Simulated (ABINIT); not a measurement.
# Ti2HC (R-3m) in ABINIT: single point with LDA

Aim: the single point of Ti2HC with LDA.

All numbers are computed with ABINIT 10.8.3 (patched build); they aren't measurements. Logs are shortened: lines on timing, memory, paths and dates and some standing lists are left out, and cuts for length are marked. The log counts tension as positive stress, the text compression.

## Step 1: The structure

The structure is trigonal, space group R-3m (No. 166). Conventional cell: a = 3.097 Å, b = 3.097 Å, c = 14.385 Å, α = 90.00°, β = 90.00°, γ = 120.00°. Around Ti (site symmetry 3m) lie 3 C at 2.11 Å and 3 H at 2.20 Å. C (site symmetry -3m) is surrounded by 6 Ti at 2.11 Å. Around H (site symmetry -3m) lie 6 Ti at 2.20 Å.

The cell comes from a database or a generator and needn't be the stable form of this composition.

## Step 2: Single point, LDA

run.abi

```
# Pseudopotentials
pp_dirpath "./"
pseudos "Ti.upf, C.upf, H.upf"

# Structure
acell 9.6703591591 9.6703591591 9.6703591591
rprim
     0.3025559483     0.1746807582     0.9369880100
    -0.3025559483     0.1746807582     0.9369880100
     0.0000000000    -0.3493615164     0.9369880100
ntypat 3
znucl 22 6 1
natom 4
typat 1 1 2 3
xred
     0.2439459500     0.2439459500     0.2439459500
     0.7560540500     0.7560540500     0.7560540500
     0.5000000000     0.5000000000     0.5000000000
     0.0000000000     0.0000000000     0.0000000000

# Plane-wave basis
ecut 43.7

# k points
kptopt 1
ngkpt 8 8 8
nshiftk 1
shiftk 0.0 0.0 0.0

# Exchange and correlation
ixc 7

# Bands and occupations
nband 19
occopt 3
tsmear 0.05 eV

# SCF cycle
nstep 100
tolvrs 1.0e-10

# Output
iomode 3
prtwf 0
prtden 0
prteig 0
prtebands 0
enunit 2
```

Potentials or basis: PseudoDojo NC SR LDA v0.4 stringent.

Run with:

```bash
$ abinit run.abi > log 2>&1
```

run.abo:

```text
.Version 10.8.3 of ABINIT
 Symmetries : space group R-3 m (#166); Bravais hR (rhombohedral)
================================================================================
 Values of the parameters that define the memory need of the present run
     intxc =       0    ionmov =       0      iscf =       7    lmnmax =       6
     lnmax =       6     mgfft =      60  mpssoang =       3    mqgrid =    3001
     natom =       4  nloc_mem =       1    nspden =       1   nspinor =       1
    nsppol =       1      nsym =      12    n1xccc =    2501    ntypat =       3
    occopt =       3   xclevel =       1
       mpw =        3723          nfft =      216000          nkpt =          65
================================================================================
================================================================================

--------------------------------------------------------------------------------
------------- Echo of variables that govern the present computation ------------
--------------------------------------------------------------------------------
 -outvars: echo values of preprocessed input variables --------
            acell      9.6703591591E+00  9.6703591591E+00  9.6703591591E+00 Bohr
              amu      4.78800000E+01  1.20110000E+01  1.00794000E+00
             ecut      4.37000000E+01 Hartree
           enunit           2
                       outvar_i_n : Printing only first  50 k-points.
              ixc           7
                       outvar_i_n : Printing only first  50 k-points.
         kptrlatt        8    0    0      0    8    0      0    0    8
          kptrlen      4.68131950E+01
            natom           4
            nband          19
            ngfft          60      60      60
             nkpt          65
            nstep         100
             nsym          12
           ntypat           3
                       prtocc : prtvol=0, do not print more k-points.
           occopt           3
           prtden           0
        prtebands           0
           prteig           0
            prtwf           0
            rprim      3.0255594830E-01  1.7468075820E-01  9.3698801000E-01
                      -3.0255594830E-01  1.7468075820E-01  9.3698801000E-01
                       0.0000000000E+00 -3.4936151640E-01  9.3698801000E-01
          spgroup         166
           tolvrs      1.00000000E-10
           tsmear      1.83746611E-03 Hartree
            typat      1  1  2  3
                       outvars : Printing only first  50 k-points.
           xangst     -2.5634333151E-17 -2.8537949825E-17  3.5090748940E+00
                       8.8742640221E-17 -7.9783275253E-18  1.0875566023E+01
                       3.1554153535E-17 -1.8258138675E-17  7.1923204587E+00
                       0.0000000000E+00  0.0000000000E+00  0.0000000000E+00
            xcart     -4.8441869076E-17 -5.3928909365E-17  6.6311905050E+00
                       1.6769928571E-16 -1.5076853966E-17  2.0551841248E+01
                       5.9628708316E-17 -3.4502881665E-17  1.3591515877E+01
                       0.0000000000E+00  0.0000000000E+00  0.0000000000E+00
             xred      2.4394595000E-01  2.4394595000E-01  2.4394595000E-01
                       7.5605405000E-01  7.5605405000E-01  7.5605405000E-01
                       5.0000000000E-01  5.0000000000E-01  5.0000000000E-01
                       0.0000000000E+00  0.0000000000E+00  0.0000000000E+00
            znucl       22.00000    6.00000    1.00000

================================================================================

 chkinp: Checking input parameters for consistency.

================================================================================
== DATASET  1 ==================================================================

--- !DatasetInfo
iteration_state: {dtset: 1, }
dimensions: {natom: 4, nkpt: 65, mband: 19, nsppol: 1, nspinor: 1, nspden: 1, mpw: 3723, }
cutoff_energies: {ecut:  43.7, pawecutdg:  -1.0, }
electrons: {nelect:   2.90000000E+01, charge:   0.00000000E+00, occopt:   3.00000000E+00, tsmear:   1.83746611E-03, }
meta: {optdriver: 0, ionmov: 0, optcell: 0, iscf: 7, paral_kgb: 0, }
...

 Exchange-correlation functional for the present dataset will be:
  LDA: Perdew-Wang 92 LSD fit to Ceperley-Alder data - ixc=7
  J.P.Perdew and Y.Wang, PRB 45, 13244 (1992)

 Real(R)+Recip(G) space primitive vectors, cartesian coordinates (Bohr,Bohr^-1):
 R(1)=  2.9258247  1.6892257  9.0610106  G(1)=  0.1708920  0.0986645  0.0367877
 R(2)= -2.9258247  1.6892257  9.0610106  G(2)= -0.1708920  0.0986645  0.0367877
 R(3)=  0.0000000 -3.3784513  9.0610106  G(3)=  0.0000000 -0.1973291  0.0367877
 Unit cell volume ucvol=  2.6869765E+02 bohr^3
 Angles (23,13,12)=  3.52223683E+01  3.52223683E+01  3.52223683E+01 degrees

[... 80 lines left out ...]
pressure_GPa:  -9.5230E+00
xred      :
- [  2.4395E-01,   2.4395E-01,   2.4395E-01, Ti]
- [  7.5605E-01,   7.5605E-01,   7.5605E-01, Ti]
- [  5.0000E-01,   5.0000E-01,   5.0000E-01,  C]
- [  0.0000E+00,   0.0000E+00,   0.0000E+00,  H]
cartesian_forces: # hartree/bohr
- [ -5.39216145E-19,  -4.88196201E-19,  -7.21373825E-03, ]
- [  2.27393962E-18,   9.90079955E-19,   7.21373825E-03, ]
- [ -8.67361738E-19,  -2.50941877E-19,   4.33680869E-19, ]
- [ -8.67361738E-19,  -2.50941877E-19,   4.33680869E-19, ]
force_length_stats: {min:   1.00168224E-18, max:   7.21373825E-03, mean:   3.60686913E-03, }
...

 Integrated electronic density in atomic spheres:
 ------------------------------------------------
 Atom  Sphere_radius  Integrated_density
    1        2.00000          9.57980246
    2        2.00000          9.57980246
    3        2.00000          4.01098159
    4        2.00000          1.42742651
================================================================================

 ----iterations are completed or convergence reached----

 Mean square residual over all n,k,spin=   11.016E-07; max=  31.145E-05
 reduced coordinates (array xred) for    4 atoms
       0.243945950000      0.243945950000      0.243945950000
       0.756054050000      0.756054050000      0.756054050000
       0.500000000000      0.500000000000      0.500000000000
       0.000000000000      0.000000000000      0.000000000000
 rms dE/dt=  4.6219E-02; max dE/dt=  6.5364E-02; dE/dt below (all hartree)
    1       0.065363758676      0.065363758676      0.065363758676
    2      -0.065363758676     -0.065363758676     -0.065363758676
    3       0.000000000000      0.000000000000      0.000000000000
    4       0.000000000000      0.000000000000      0.000000000000

 cartesian coordinates (angstrom) at end:
    1     -0.00000000000000    -0.00000000000000     3.50907489400379
    2      0.00000000000000    -0.00000000000000    10.87556602339530
    3      0.00000000000000    -0.00000000000000     7.19232045869954
    4      0.00000000000000     0.00000000000000     0.00000000000000

 cartesian forces (hartree/bohr) at end:
    1     -0.00000000000000    -0.00000000000000    -0.00721373825432
    2      0.00000000000000     0.00000000000000     0.00721373825432
    3     -0.00000000000000    -0.00000000000000     0.00000000000000
    4     -0.00000000000000    -0.00000000000000     0.00000000000000
 frms,max,avg= 2.9449963E-03 7.2137383E-03   0.000E+00  0.000E+00  0.000E+00 h/b

 cartesian forces (eV/Angstrom) at end:
    1     -0.00000000000000    -0.00000000000000    -0.37094533552173
    2      0.00000000000000     0.00000000000000     0.37094533552173
    3     -0.00000000000000    -0.00000000000000     0.00000000000000
    4     -0.00000000000000    -0.00000000000000     0.00000000000000
 frms,max,avg= 1.5143780E-01 3.7094534E-01   0.000E+00  0.000E+00  0.000E+00 e/A
 length scales=  9.670359159100  9.670359159100  9.670359159100 bohr
              =  5.117333684771  5.117333684771  5.117333684771 angstroms
 Fermi (or HOMO) energy (hartree) =   0.37144   Average Vxc (hartree)=  -0.45919
 Eigenvalues (hartree) for nkpt=  65  k points:
 kpt#   1, nband= 19, wtk=  0.00195, kpt=  0.0000  0.0000  0.0000 (reduced coord)
  -1.69213   -1.68789   -0.84360   -0.82535   -0.82535   -0.82216   -0.82216   -0.82111
  -0.05184    0.15765    0.18399    0.26768    0.26768    0.38158    0.38158    0.40697
   0.43738    0.43738    0.48033
      occupation numbers for kpt#   1
   2.00000    2.00000    2.00000    2.00000    2.00000    2.00000    2.00000    2.00000
   2.00000    2.00000    2.00000    2.00000    2.00000    0.00800    0.00800    0.00000
   0.00000    0.00000    0.00000
 prteigrs : prtvol=0 or 1, do not print more k-points.

 Fermi (or HOMO) energy (eV) =  10.10739   Average Vxc (eV)= -12.49523
 Eigenvalues (   eV  ) for nkpt=  65  k points:
 kpt#   1, nband= 19, wtk=  0.00195, kpt=  0.0000  0.0000  0.0000 (reduced coord)
 -46.04530  -45.92982  -22.95551  -22.45886  -22.45886  -22.37223  -22.37223  -22.34367
  -1.41069    4.29000    5.00666    7.28382    7.28382   10.38326   10.38326   11.07417
  11.90163   11.90163   13.07033
 prteigrs : prtvol=0 or 1, do not print more k-points.

--- !EnergyTerms
iteration_state     : {dtset: 1, }
comment             : Components of total free energy in Hartree
kinetic             :  5.15501084693624E+01
hartree             :  2.56156997113153E+01
xc                  : -1.98131932804520E+01
Ewald energy        : -9.20726310933953E+01
psp_core            :  3.71193462642591E+00
local_psp           : -9.47886367302306E+01
non_local_psp       :  3.82449671755742E-01
internal            : -1.25414268625219E+02
'-kT*entropy'       : -8.41669419565557E-04
total_energy        : -1.25415110294638E+02
total_energy_eV     : -3.41271900730971E+03
band_energy         : -1.38938261601649E+01
...

 Cartesian components of stress tensor (hartree/bohr^3)
  sigma(1 1)=  3.32116504E-04  sigma(3 2)=  0.00000000E+00
  sigma(2 2)=  3.32116503E-04  sigma(3 1)=  0.00000000E+00
  sigma(3 3)=  3.06809227E-04  sigma(2 1)=  0.00000000E+00

-Cartesian components of stress tensor (GPa)         [Pressure= -9.5230E+00 GPa]
- sigma(1 1)=  9.77120489E+00  sigma(3 2)=  0.00000000E+00
- sigma(2 2)=  9.77120487E+00  sigma(3 1)=  0.00000000E+00
- sigma(3 3)=  9.02663909E+00  sigma(2 1)=  0.00000000E+00

== END DATASET(S) ==============================================================
================================================================================

 -outvars: echo values of variables after computation  --------
            acell      9.6703591591E+00  9.6703591591E+00  9.6703591591E+00 Bohr
           etotal     -1.2541511029E+02
            fcart     -5.3921614550E-19 -4.8819620076E-19 -7.2137382543E-03
                       2.2739396215E-18  9.9007995539E-19  7.2137382543E-03
                      -8.6736173799E-19 -2.5094187732E-19  4.3368086899E-19
                      -8.6736173799E-19 -2.5094187732E-19  4.3368086899E-19
            rprim      3.0255594830E-01  1.7468075820E-01  9.3698801000E-01
                      -3.0255594830E-01  1.7468075820E-01  9.3698801000E-01
                       0.0000000000E+00 -3.4936151640E-01  9.3698801000E-01
           strten      3.3211650364E-04  3.3211650298E-04  3.0680922654E-04
                       0.0000000000E+00  0.0000000000E+00  0.0000000000E+00
           xangst     -2.5634333151E-17 -2.8537949825E-17  3.5090748940E+00
                       8.8742640221E-17 -7.9783275253E-18  1.0875566023E+01
                       3.1554153535E-17 -1.8258138675E-17  7.1923204587E+00
                       0.0000000000E+00  0.0000000000E+00  0.0000000000E+00
             xred      2.4394595000E-01  2.4394595000E-01  2.4394595000E-01
                       7.5605405000E-01  7.5605405000E-01  7.5605405000E-01
                       5.0000000000E-01  5.0000000000E-01  5.0000000000E-01
                       0.0000000000E+00  0.0000000000E+00  0.0000000000E+00
 Calculation completed.
```

It took 7.8 min on 1 thread of Intel Xeon 6975P-C (Granite Rapids), shared host; peak memory 0.17 GiB.

What came out:

```
Free energy                                           : -3412.7190 eV
Pressure                                              : -9.5 GPa
Largest force                                         : 0.371 eV/Å
Band gap on the k mesh                                : none (metal or under the smearing width)
Valence electrons inside the program's atomic spheres : Ti 9.58; C 4.01; H 1.43
```

Forces on the atoms (eV/Å):
```
Ti   0.000  0.000 -0.371
Ti   0.000  0.000  0.371
C    0.000  0.000  0.000
H    0.000  0.000  0.000
```

Levels at points of the mesh, in eV from the Fermi level:
```tsv
k point	band 11	band 12	band 13	band 14	band 15	band 16	band 17	band 18
(0.00, 0.00, 0.00)	-5.10	-2.82	-2.82	0.28	0.28	0.97	1.79	1.79
(0.50, 0.00, 0.00)	-4.15	-3.03	-2.57	-1.56	-0.47	1.50	2.31	2.67
(0.50, 0.50, 0.00)	-5.17	-2.90	-2.76	-1.82	0.27	2.25	2.71	2.76
(0.50, 0.50, 0.50)	-2.67	-2.64	-2.64	0.11	0.62	0.62	1.54	1.54
```
